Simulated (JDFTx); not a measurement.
The system is AlFe.

```xyz
2
Lattice="2.9100 0.0000 0.0000 0.0000 2.9100 0.0000 0.0000 0.0000 2.9100" Properties=species:S:1:pos:R:3 pbc="T T T"
Fe    1.4550    1.4550    1.4550
Al    0.0000    0.0000    0.0000
```

| Item | Value |
| --- | --- |
| Program | JDFTx 1.7.0 (patched build) |
| Task | relaxation of cell and atoms |
| Functional | RPBE |
| Potentials or basis | PseudoDojo-SR-PBE-0.5-standard with smoothed tails |
| Cutoff | 1225 eV |
| Density cutoff | 9796 eV |
| k mesh | 4 × 4 × 4 |
| Occupations | fermi-dirac, width 0.05 eV |
| Spin | collinear spin, ferromagnetic start |
| Starting moments | [3.0, 0.0] μB |

At the start: pressure -4.9 GPa; volume 12.32 Å³/atom.

Q: Where does the relaxation end?

A: Over 5 steps the energy falls by 5.7 meV/atom and the volume is 11.96 Å³/atom (-2.9 %); space group Pm-3m (No. 221, to 0.05 Å); moment 0.52 μB per cell.

The path:
| step | energy change (eV) | largest force (eV/Å) | pressure (GPa) | volume (Å³) |
| --- | --- | --- | --- | --- |
| 1 | 0.0000 | 0.0000 | -4.88 | 24.64 |
| 2 | -0.0053 | 0.0000 | -3.60 | 24.44 |
| 3 | -0.0113 | 0.0000 | 0.00 | 23.92 |
| 4 | -0.0113 | 0.0000 | -0.01 | 23.92 |
| 5 | -0.0113 | 0.0000 | 0.00 | 23.92 |

Final structure:
```
Fe Al
1.0
     2.88118    0.00000    0.00000
     0.00000    2.88118    0.00000
     0.00000    0.00000    2.88118
Fe Al
1 1
Direct
  0.50000 0.50000 0.50000
  0.00000 0.00000 0.00000
```

Caveat: the k mesh is coarse (spacing up to 0.54 Å⁻¹), so the values aren't converged; the potentials were made for another functional, which shifts forces and pressure.
